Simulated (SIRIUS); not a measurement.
## B in SIRIUS: the effect of rattle

The system is B.

```xyz
2
Lattice="1.6246 0.0000 0.0000 0.0000 2.8662 0.0000 0.0000 0.0000 3.9144" Properties=species:S:1:pos:R:3 pbc="T T T"
B     0.0021    1.4400    2.3878
B     0.8029   -0.0130    1.5364
```

The cell was built by a generator and needn't be a form met in nature.

The cell isn't the ideal one: atoms moved at random.

Alike in all runs:

- Program: SIRIUS 7.12.0
- Task: single point
- Functional: PBE
- Potentials or basis: all-electron FP-LAPW
- Cutoff: 252 eV
- Basis: apw+lo standard
- k mesh: 16 × 9 × 7
- Occupations: fermi-dirac, width 0.05 eV
- Spin: no spin polarisation

```tsv
rattle	largest force (eV/Å)
0.02	0.21
0.05	0.28
0.1	?
0.15	1.23
```

What does the run with rattle 0.1 give?

Largest force 0.86 eV/Å.

Worked out: A straight line through the other rows of the largest force, of slope 8.26 eV/Å per unit of rattle, gives 0.79 eV/Å, against the run's 0.86.
